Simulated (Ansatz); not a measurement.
```
InN
1.0
    3.49110     0.00000     0.00000
   -1.74555     3.02338     0.00000
    0.00000     0.00000     6.01909
In N
2 2
Direct
  0.33333   0.66667   0.00395
  0.66667   0.33333   0.50395
  0.33333   0.66667   0.37105
  0.66667   0.33333   0.87105
```

These are r2SCAN with spin-orbit coupling, rigid bands (plane waves, PAW; Ansatz, an electronic-structure program) values and carry that method's errors. Condition of this run: uniaxial stress along c of -10 GPa (compression positive) (the target of the relaxation). Cell: cell and atoms relaxed with PBEsol, then loaded as said.

Problem. Is this a good metal at this level?

Solution. No. No gap is resolved, and few carriers conduct, as in a semimetal or a zero-gap semiconductor. N(E_F) = 0.0084 states/eV a cell at 300 K and the Drude plasma energy along the best axis is 0.24 eV, several times under that of a simple or noble metal.
